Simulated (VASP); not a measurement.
Here is a VASP 6.6.1 calculation.

INCAR

```
ALGO = Fast ; EDIFF = 1E-6
ENCUT = 520 ; ISIF = 2
ISMEAR = 0 ; LASPH = True
LCHARG = False ; LREAL = False
LWAVE = False ; NBANDS = 50
NELM = 100 ; PREC = Accurate
SIGMA = 0.01
```

Contents of KPOINTS:

```
k-points
0
Gamma
  2 6 6
```

File POSCAR:

```
GeS
1.0
   10.6078054202      0.0000000000      0.0000000000
    0.0000000000      3.6081036216      0.0000000000
    0.0000000000      0.0000000000      4.4223352564
Ge S
4 4
Direct
    0.1250788433      0.2500000000      0.1282278303
    0.3749211567      0.7500000000      0.6282278303
    0.6250788433      0.2500000000      0.3717721697
    0.8749211567      0.7500000000      0.8717721697
    0.8472275933      0.2500000000      0.5118733973
    0.6527724067      0.7500000000      0.0118733973
    0.3472275933      0.2500000000      0.9881266027
    0.1527724067      0.7500000000      0.4881266027
```

Potentials or basis: VASP PAW LDA potentials, release 64 (Ge_d, S).

Launch:

```sh
$ cat potpaw_LDA.64/Ge_d/POTCAR potpaw_LDA.64/S/POTCAR > POTCAR
$ mpirun -np 1 vasp_std > vasp.out
```

(1) What does it give for the largest force?

(2) Estimate the pressure.

Answers

(1) 0.058 eV/Å.

(2) -2.5 GPa.
